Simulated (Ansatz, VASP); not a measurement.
# Two plane-wave programs on TiO2

```xyz
6
Lattice="2.6712 -2.6713 -0.0200 2.6712 2.6713 -0.0200 -2.6353 0.0000 4.8119" Properties=species:S:1:pos:R:3 pbc="T T T"
Ti    2.0124    2.0034    1.1830
Ti    0.6947   -2.0034    3.5890
O    -0.6439   -0.6678    3.1893
O     3.3510    0.6678    1.5827
O     2.0334   -0.6678    3.9887
O     0.6737    0.6678    0.7833
```

Alike in both runs: task single point; functional PBEsol; k mesh 4 × 4 × 4; no spin polarisation.

|  | VASP | Ansatz |
| --- | --- | --- |
| version | VASP 6.6.1 | Ansatz 0.2.0 |
| potentials or method | VASP PAW PBE potentials, release 64 (Ti_sv, O) | plane waves |
| plane-wave cutoff (eV) | 520 | 420 |
| occupations | gaussian, width 0.01 eV | fixed |
| valence electrons in the cell | 48 | 48 |

VASP gave:

- gap on the k mesh at the Fermi level (eV): 2.13
- pressure (GPa): -0.8
- largest component of the traceless stress (GPa): 0.11
- rms of the force components (eV/Å): 0.003

**Question.** Estimate Ansatz's values.

**Answer.** gap on the k mesh at the Fermi level (eV): 2.15; pressure (GPa): -1.5; largest component of the traceless stress (GPa): 0.06; rms of the force components (eV/Å): 0.006.

Atom by atom the forces differ by 0.009 eV/Å (rms over components). Ansatz warned: «near_symmetry_operations_not_taken».

Caveats: the k mesh is coarse (spacing up to 0.45 Å⁻¹), so the values aren't converged; the PAW data sets were made with another functional, which shifts forces and pressure a little (VASP). PBEsol gaps usually lie below the measured ones, often by a third to a half. A k mesh can miss the band edges.
